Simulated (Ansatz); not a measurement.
Ti: electron density at the nuclei under pressure

```
Ti
1.0
    -1.64100    1.64100    1.64100
     1.64100   -1.64100    1.64100
     1.64100    1.64100   -1.64100
Ti
1
Direct
  0.00000 0.00000 0.00000
```

Structure: COD 9012924, as refined from experiment and not relaxed.

All numbers below come from DFT, PBE, all-electron PAW with datasets made for the crystal, scalar-relativistic (Ansatz 0.2.0).

Sampling and basis: a Γ-centred 14×14×14 k mesh, Fermi–Dirac smearing of 0.05 eV, cutoff 260 eV (chosen by the program for this cell), no spin polarisation.

The contact density is the mean electron density over the nuclear volume; its changes follow the s electrons' response to bonding and compression. Changes below are taken from the unscaled cell, where it is 56837.9 e/Å³ at Ti.

Volumes at which the program chose other datasets or cutoffs are left out.

| V/V(cell) | P (GPa) | Δρ(0) Ti (e/Å³) |
| --- | --- | --- |
| 0.9400 | 4.3 | 0.90 |
| 0.9500 | 3.1 | 0.74 |
| 0.9600 | 1.9 | ? |
| 0.9800 | -0.4 | ? |
| 0.9900 | -1.4 | ? |
| 1.0000 | -2.4 | 0.00 |
| 1.0100 | -3.4 | -0.14 |
| 1.0200 | -4.3 | -0.28 |

Question: What belongs in the row "0.9800", column "Δρ(0) Ti (e/Å³)"?

Answer: 0.29.

Question: What belongs in the row "0.9600", column "Δρ(0) Ti (e/Å³)"?

Answer: 0.59.

Question: Fill in "Δρ(0) Ti (e/Å³)" for the row "0.9900".

Answer: 0.14.

The datasets are made afresh for each cell, so very small changes are uncertain.
